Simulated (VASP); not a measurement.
**TiO2 in VASP 6.6.1, single-point calculation**

INCAR

```
EDIFF = 1E-7
PREC = Accurate
ISIF = 2
SIGMA = 0.02
NSW = 0
IBRION = -1
ENCUT = 520
LREAL = .FALSE.
ISMEAR = -5
LASPH = .TRUE.
LCHARG = .FALSE.
LWAVE = .FALSE.
NELM = 84
NBANDS = 33
GGA = PE
```

KPOINTS

```
KPOINTS created by Atomic Simulation Environment
0
Gamma
1 1 2
0 0 0
```

POSCAR

```
Ti O
 1.0000000000000000
     4.6887905638999996    0.0000000000000000    0.0000000000000000
     0.0000000000000000    4.6887905638999996    0.0000000000000000
     0.0000000000000000    0.0000000000000000    2.9194584458000001
 Ti  O
   2   4
Cartesian
 -0.0000000000000000  0.0000000000000000  0.0000000000000000
  2.3443952819499994  2.3443952819499994  1.4597292228999998
  1.4342920096423768  1.4342920096423768  0.0000000000000000
  0.9101032723076227  3.7786872915923766  1.4597292228999998
  3.7786872915923766  0.9101032723076227  1.4597292228999998
  3.2544985542576219  3.2544985542576219  0.0000000000000000
```

The recommended PBE PAW datasets give the neutral cell 48 valence electrons.

Command

```
mpirun -np 1 vasp_std
```

Question: How does this run end, and what does it give?

Answer: VASP stopped before the first electronic step.

Standard output (part)

```
POSCAR found type information on POSCAR TiO
 POSCAR found :  2 types and       6 ions
 LDA part: xc-table for (Slater+PW92), standard interpolation
|     EEEEEEE  RRRRRR   RRRRRR   OOOOOOO  RRRRRR      ###     ###     ###     |
|     E        R     R  R     R  O     O  R     R     ###     ###     ###     |
|     E        R     R  R     R  O     O  R     R     ###     ###     ###     |
|     EEEEE    RRRRRR   RRRRRR   O     O  RRRRRR       #       #       #      |
|     E        R    R   R    R   O     O  R    R      ###     ###     ###     |
|     EEEEEEE  R     R  R     R  OOOOOOO  R     R     ###     ###     ###     |
|     IBZKPT: tetrahedron method fails for NKPT<4. NKPT = 2                   |
|       ---->  I REFUSE TO CONTINUE WITH THIS SICK JOB ... BYE!!! <----       |
```

The fault: tetrahedra on too few k points.
